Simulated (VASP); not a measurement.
Mg:

```
Mg
1.0
     3.20930    0.00000    0.00000
    -1.60465    2.77934    0.00000
     0.00000    0.00000    5.21030
Mg
2
Cartesian
  0.0000 1.8529 1.3026
  1.6047 0.9264 3.9077
```

| Item | Value |
| --- | --- |
| Program | VASP 6.6.1 |
| Task | relaxation of cell and atoms |
| Functional | PBEsol |
| Potentials or basis | VASP PAW PBE potentials, release 64 (Mg) |
| Cutoff | 600 eV |
| k mesh | 7 × 7 × 4 |
| Occupations | fermi-dirac, width 0.05 eV |
| Spin | no spin polarisation |

At the start: pressure -1.0 GPa; volume 23.24 Å³/atom.

**Question.** Where does the relaxation end?

**Answer.** Over 6 steps the energy falls by 7.9 meV/atom and the volume is 22.74 Å³/atom (-2.1 %); space group P6_3/mmc (No. 194, to 0.05 Å).

The path:
| step | energy change (eV) | largest force (eV/Å) | pressure (GPa) | volume (Å³) |
| --- | --- | --- | --- | --- |
| 1 | 0.0000 | 0.0000 | -0.98 | 46.47 |
| 2 | -0.0113 | 0.0000 | -0.26 | 45.52 |
| 3 | -0.0135 | 0.0000 | 0.20 | 45.00 |
| 4 | -0.0138 | 0.0000 | 0.42 | 44.77 |
| 5 | -0.0153 | 0.0000 | 0.15 | 45.12 |
| 6 | -0.0158 | 0.0000 | -0.13 | 45.48 |

Final structure:
```xyz
2
Lattice="3.1330 0.0000 0.0000 -1.5665 2.7133 0.0000 0.0000 0.0000 5.3497" Properties=species:S:1:pos:R:3 pbc="T T T"
Mg    0.0000    1.8089    1.3374
Mg    1.5665    0.9044    4.0122
```

Caveat: the PAW data sets were made with another functional, which shifts forces and pressure a little.
